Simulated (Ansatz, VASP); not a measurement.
One calculation of Ni, two programs

```xyz
2
Lattice="2.3980 0.0000 0.0000 -1.1990 2.0768 0.0000 0.0000 0.0000 3.9897" Properties=species:S:1:pos:R:3 pbc="T T T"
Ni    1.1990    0.6923    2.9922
Ni    0.0000    1.3845    0.9974
```

Change from the starting cell: volume scaled by 0.94.

Alike in both runs: task single point; functional PBE; k mesh 12 × 12 × 7; occupations fermi-dirac, width 0.05 eV; collinear spin, ferromagnetic start.

|  | VASP | Ansatz |
| --- | --- | --- |
| version | VASP 6.6.1 | Ansatz 0.2.0 |
| potentials or method | VASP PAW PBE potentials, release 64 (Ni) | Ansatz PAW |
| plane-wave cutoff (eV) | 520 | 420 |
| valence electrons in the cell | 20 | 36 |

Ansatz gave:

* gap on the k mesh at the Fermi level (eV): none
* pressure (GPa): 23.7
* largest component of the traceless stress (GPa): 3.15
* net moment per atom (μB): 0.62
* size of the moment on the site where the two differ most (μB): 0.65

**Question.** What did VASP give for the same quantities?

**Answer.** gap on the k mesh at the Fermi level (eV): none; pressure (GPa): 23.3; largest component of the traceless stress (GPa): 3.00; net moment per atom (μB): 0.60; size of the moment on the site where the two differ most (μB): 0.60.

Site moments also hang on the region over which each program counts them. A gap of «none» marks a metal or a gap that the smearing closes. The two sets of potentials don't hold the same shells in valence.
